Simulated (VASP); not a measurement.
# MgO: band gap with a hybrid functional, by functional

MgO, Fm-3m (no. 225), 2 atoms in the cell.

| Functional | Gap, path and mesh (eV) | Direct gap, path and mesh (eV) | Gap on the mesh (eV) | Direct gap at Γ (eV) | Time (s) |
|---|---|---|---|---|---|
| HSE06 | 6.60 | 6.60 | 6.60 | 6.60 | 840 |
| HSE03 | 6.33 | 6.33 | 6.33 | 6.33 | 852 |
| r2SCANh | 6.60 | 6.60 | 6.60 | 6.60 | 818 |
| TPSSh | 5.91 | 5.91 | 5.91 | 5.91 | 651 |

## Input of the first row

INCAR.step1:
```
SYSTEM = MgO
PREC     = Accurate       ! precision mode
ENCUT    = 450            ! plane-wave cutoff, eV
EDIFF    = 1E-5           ! SCF threshold, eV
ISMEAR   = 0              ! smearing method
SIGMA    = 0.02           ! smearing width, eV
LREAL    = .False.        ! projectors in reciprocal space
LASPH    = .True.         ! aspherical terms in the spheres
GGA_COMPAT= .False.      
ALGO     = Normal         ! electronic algorithm
NELM     = 150            ! most SCF steps
ISIF     = 2              ! what is computed and relaxed
LWAVE    = .True.         ! write WAVECAR
LCHARG   = .False.        ! write CHGCAR
GGA      = PE             ! functional
NBANDS   = 11             ! bands
KPAR     = 4             
```

INCAR.step2, as INCAR.step1 but for:
```
- EDIFF = 1E-5
- LWAVE = .True.
+ EDIFF = 1E-6
+ LWAVE = .False.
+ ISTART = 1
+ LHFCALC = .True.
+ HFSCREEN = 0.2
+ PRECFOCK = Fast
```

KPOINTS:
```
k-points
0
Gamma
  8 8 8
```

KPOINTS_OPT:
```
path GXWKGLUWLK,UX
6
line-mode
reciprocal
 0.0000000000  0.0000000000  0.0000000000  G
 0.5000000000  0.0000000000  0.5000000000  X

 0.5000000000  0.0000000000  0.5000000000  X
 0.5000000000  0.2500000000  0.7500000000  W

 0.5000000000  0.2500000000  0.7500000000  W
 0.3750000000  0.3750000000  0.7500000000  K

 0.3750000000  0.3750000000  0.7500000000  K
 0.0000000000  0.0000000000  0.0000000000  G

 0.0000000000  0.0000000000  0.0000000000  G
 0.5000000000  0.5000000000  0.5000000000  L

 0.5000000000  0.5000000000  0.5000000000  L
 0.6250000000  0.2500000000  0.6250000000  U

 0.6250000000  0.2500000000  0.6250000000  U
 0.5000000000  0.2500000000  0.7500000000  W

 0.5000000000  0.2500000000  0.7500000000  W
 0.5000000000  0.5000000000  0.5000000000  L

 0.5000000000  0.5000000000  0.5000000000  L
 0.3750000000  0.3750000000  0.7500000000  K

 0.6250000000  0.2500000000  0.6250000000  U
 0.5000000000  0.0000000000  0.5000000000  X
```

POSCAR:
```
MgO
1.0
    0.0000000000      2.0970013927      2.0970013927
    2.0970013927      0.0000000000      2.0970013927
    2.0970013927      2.0970013927      0.0000000000
Mg O
1 1
Direct
    0.0000000000      0.0000000000      0.0000000000
    0.5000000000      0.5000000000      0.5000000000
```

Commands (each step's output is kept before the next begins):
```
cat potpaw_PBE.64/Mg/POTCAR potpaw_PBE.64/O/POTCAR > POTCAR
cp INCAR.step1 INCAR
mpirun -np 4 vasp_std > vasp.out
cp INCAR.step2 INCAR
mpirun -np 4 vasp_std > vasp.out
```

Changes of the last row against the first:
```
(step 2)
- GGA = PE
- HFSCREEN = 0.2
+ METAGGA = TPSS
+ AEXX = 0.1
+ HFRCUT = -1
+ LMIXTAU = True
```

VASP 6.6.1 took 840 s on 4 cores (Intel Xeon Platinum 8259CL @ 2.50GHz (Skylake/Cascade Lake)), a shared host.
